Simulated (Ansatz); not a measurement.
Computed with DFT PBE, scalar-relativistic, plane waves, PAW in Ansatz. Settings: cutoff 420 eV, Γ-centred meshes spaced at most about 0.3 Å⁻¹ (2π included), Gaussian smearing. No spin polarisation.

Formation energies are uncorrected and refer to the elements' standard structures at the same level (O₂ as a molecule).

Temperature and zero-point effects are left out. Only the structures computed here compete, so a lower one can exist. Kohn–Sham gaps at this level usually fall short of measured ones.

A search for BaZr₂O₅ gave 4 distinct relaxed structures. Coordination counts O atoms around Ba and Zr (those within 1.25 times the shortest such distance or 1.15 times the sum of covalent radii, 1.27 where that leaves under three). Cells relaxed within their symmetry can be saddle points.

Problem. What is the best candidate for BaZr₂O₅?

Solution. The one with space group I4_1/amd (No. 141), reached from: a cell proposed by chemical analogy. It has a = 4.160 Å, c = 27.127 Å, 14.7 Å³/atom, a gap of 3.13 eV on the mesh. Ba is surrounded by 4 O at 2.77 Å, 4 O at 2.94 Å, 4 O at 3.22 Å and 8 Zr at 3.62 Å; Zr has 6 O at 2.10–2.20 Å, 2 Zr at 3.29 Å and 4 Ba at 3.62 Å; O on a site of symmetry -4m2 is surrounded by 2 Zr at 2.12 Å, 4 O at 2.77 Å and 4 Ba at 2.94 Å; around O on a site of symmetry 2mm lie 2 Zr at 2.10 Å, 2 Ba at 2.77 Å and 2 O at 2.77 Å; 1 more site not described. Its energy over the elements is −3.267 eV/atom. It lies below the elements, which doesn't yet make it stable against other compounds or structures. An observed structure of this formula, if there is one, may be missing.

```xyz
16
Lattice="-2.0798 2.0798 13.5636 2.0798 -2.0798 13.5636 2.0798 2.0798 -13.5636" Properties=species:S:1:pos:R:3 pbc="T T T"
Ba    2.0798    0.0000    6.7818
Ba    0.0000    0.0000   13.5636
Zr    0.0000    0.0000   25.0118
Zr    0.0000    0.0000    2.1153
Zr    0.0000    2.0798    8.8971
Zr    0.0000    2.0798    4.6665
O     0.0000    0.0000    0.0000
O     2.0798    0.0000    1.8245
O     2.0798    0.0000   11.7391
O     0.0000    2.0798   11.1004
O     0.0000    2.0798    2.4632
O     0.0000    2.0798    6.7818
O     0.0000    0.0000   18.5209
O     0.0000    0.0000    8.6063
O     0.0000    0.0000   22.8085
O     0.0000    0.0000    4.3186
```

Problem. How much higher is the Cmmm structure with 14.6 Å³/atom and coordination Ba 12, Zr 6 (reached from: a cell proposed by chemical analogy)?

Solution. 15 meV/atom. Its gap on the mesh is 2.80 eV.

Problem. How much higher is the Cmcm structure with 17.1 Å³/atom and coordination Ba 6, Zr 5 (reached from: a cell proposed by chemical analogy)?

Solution. 93 meV/atom. Its gap on the mesh is 4.06 eV.
